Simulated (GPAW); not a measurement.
FePt (Tetraferroplatinum):

```
Pt Fe
1.0
     2.72350    0.00000    0.00000
     0.00000    2.72350    0.00000
     0.00000    0.00000    3.72000
Pt Fe
1 1
Direct
  0.50000 0.50000 0.50000
  0.00000 0.00000 0.00000
```

Base run:

- Program: GPAW 26.7.0
- Functional: PBE
- Potentials or basis: GPAW PAW data sets (gpaw-data 1.2.1)
- Cutoff: 600 eV
- Basis: pw
- k mesh: 7 × 7 × 5
- Occupations: fermi-dirac, width 0.05 eV
- Spin: collinear spin, ferromagnetic start
- Starting moments: [0.0, 3.0] μB
- Hubbard terms: Fe d U = 2 eV

Its results: band gap on the k mesh none (metal or under the smearing width); pressure 10.1 GPa; net moment 3.56 μB per cell; site moments Pt +0.33; Fe +3.26 μB.

Question: The run is repeated on the same cell with these changes: hubbard terms from Fe d U = 2 eV to Fe d U = 6 eV. What comes out?

Answer: Band gap on the k mesh none (metal or under the smearing width); pressure 19.8 GPa; net moment 4.08 μB per cell; site moments Pt +0.36; Fe +3.77 μB.

Caveats: the U is typed as a test and isn't derived for this compound.

Not every run made on this cell is shown here.
